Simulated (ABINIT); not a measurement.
## C: equation of state with PBE+D3(BJ)

**Experimental background.**

From “Equation of state of cubic boron nitride at high pressures and temperatures”, 2007, arxiv:cond-mat/0702656, for a bulk crystal of C: bulk modulus 444.8 ± 0.8 GPa.

C:

```
C
1.0
     0.00000    1.78337    1.78337
     1.78337    0.00000    1.78337
     1.78337    1.78337    0.00000
C
2
Direct
  0.75000 0.75000 0.75000
  0.50000 0.50000 0.50000
```

This isn't the form of C at room conditions, which is graphite.

- Program: ABINIT 10.8.3 (patched build)
- Task: equation of state
- Functional: PBE
- Dispersion: D3(BJ)
- Potentials or basis: JTH PAW PBE v2.0
- Cutoff: 517 eV
- k mesh: 13 × 13 × 13
- Occupations: fermi-dirac, width 0.05 eV
- Spin: no spin polarisation

```
Equilibrium volume                      : 5.62 Å³/atom
Bulk modulus                            : 455 GPa
Pressure derivative of the bulk modulus : 5.8
```

Energy against volume, from the lowest point:
```csv
volume (Å³/atom),energy (meV/atom)
5.332,23.27
5.445,7.85
5.558,0.33
5.672,0.00
5.785,5.88
5.899,16.75
6.012,32.59
```

Wall time 34 s on 1 thread of Arm Neoverse V1 (shared host), peak memory 0.12 GiB.

A measured bulk modulus of C is 444.8 GPa (quoted in “Equation of state of cubic boron nitride at high pressures and temperatures”, 2007, arxiv:cond-mat/0702656); the calculated 455 GPa misses it by +2.4 %. 3 values of this kind are on record (442 to 444.8 GPa); this one was drawn at random among those near their median, those with a stated uncertainty first. The fit is for a static lattice scaled at fixed shape and fixed fractional positions. The cell as given is a measured one (5.67 Å³/atom); PBE+D3(BJ) puts the equilibrium volume -0.9 % from it, thermal expansion not counted.

Caveat: pressures at fixed basis lie under the slope of the energies; the atomic spheres overlap.
